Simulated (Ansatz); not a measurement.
CuI (zincblende), relaxed with r2SCAN in Ansatz 0.2.0. The symmetry is F-43m (No. 216, cubic); conventional cell a = 6.024 Å, 27.33 Å³ an atom. Cu has 4 I at 2.61 Å; I has 4 Cu at 2.61 Å.

The axes x, y and z are those of this cell:
```
CELL_PARAMETERS angstrom
0.00000 3.01203 3.01203
3.01203 0.00000 3.01203
3.01203 3.01203 0.00000
ATOMIC_POSITIONS crystal
Cu 0.00000 0.00000 0.00000
I 0.25000 0.25000 0.25000
```

Unstrained: PBE gives a direct gap of 1.173 eV at Γ. r2SCAN gives a direct gap of 1.667 eV at Γ. The HSE06 gap is direct at Γ: 2.670 eV. Meshes: PBE 8×8×8, r2SCAN 8×8×8, HSE06 6×6×6. Strains are changes of length per length. After each strain the atoms were relaxed again with r2SCAN within the symmetry that the strain leaves, so tilts or polar shifts that break it weren't tested; points keep the names that they have in the unstrained zone. Calculated for a static, non-magnetic cell.

Q: Estimate what isotropic +1.0 % on every length does to the gap.

A: PBE: the gap goes from 1.173 to 1.094 eV (-0.079 eV). r2SCAN: the gap goes from 1.667 to 1.581 eV (-0.086 eV). HSE06: the gap goes from 2.670 to 2.610 eV (-0.060 eV). The r2SCAN energy rises by 3.3 meV an atom.

Q: Estimate what uniaxial -0.5 % along x, other directions held does to the gap.

A: PBE: the gap goes from 1.173 to 1.181 eV (+0.008 eV). r2SCAN: the gap goes from 1.667 to 1.676 eV (+0.009 eV). HSE06: the gap goes from 2.670 to 2.674 eV (+0.004 eV). The r2SCAN energy rises by 0.1 meV an atom.

Q: Apply uniaxial +5.0 % along z, other directions held. How far does the gap move, against the unstrained cell?

A: PBE: the gap goes from 1.173 to 1.017 eV (-0.156 eV); with r2SCAN the top three valence levels at Γ, degenerate before, become 2+1 from the top over 87 meV. r2SCAN: the gap goes from 1.667 to 1.500 eV (-0.167 eV). HSE06: the gap goes from 2.670 to 2.539 eV (-0.131 eV). The r2SCAN energy rises by 11.4 meV an atom.

Q: For epitaxial -0.5 % in the plane normal to [111], how far does the free direction move, and what happens to the gap?

A: The normal strain at zero normal stress is +0.38 %, 0.76 of the in-plane strain with the sign turned. PBE: the gap goes from 1.173 to 1.185 eV (+0.012 eV); with r2SCAN the top three valence levels at Γ, degenerate before, become 2+1 from the top over 12 meV. r2SCAN: the gap goes from 1.667 to 1.680 eV (+0.013 eV). HSE06: the gap goes from 2.670 to 2.676 eV (+0.006 eV).

Q: Estimate what epitaxial -4.0 % in the xy plane, free normal strain +5.26 % does to the gap.

A: PBE: the gap goes from 1.173 to 1.185 eV (+0.012 eV); with r2SCAN the top three valence levels at Γ, degenerate before, become 2+1 from the top over 214 meV. r2SCAN: the gap goes from 1.667 to 1.689 eV (+0.022 eV). HSE06: the gap goes from 2.670 to 2.653 eV (-0.017 eV). The r2SCAN energy rises by 12.7 meV an atom.

No spin-orbit coupling is included; it can move band edges with weight on the heavy atoms by tenths of an eV.

The meshes of the hybrids are coarse, so their gaps aren't converged to the digits shown.

The splittings at Γ are without spin-orbit coupling, which regroups them where it is of like size or larger.
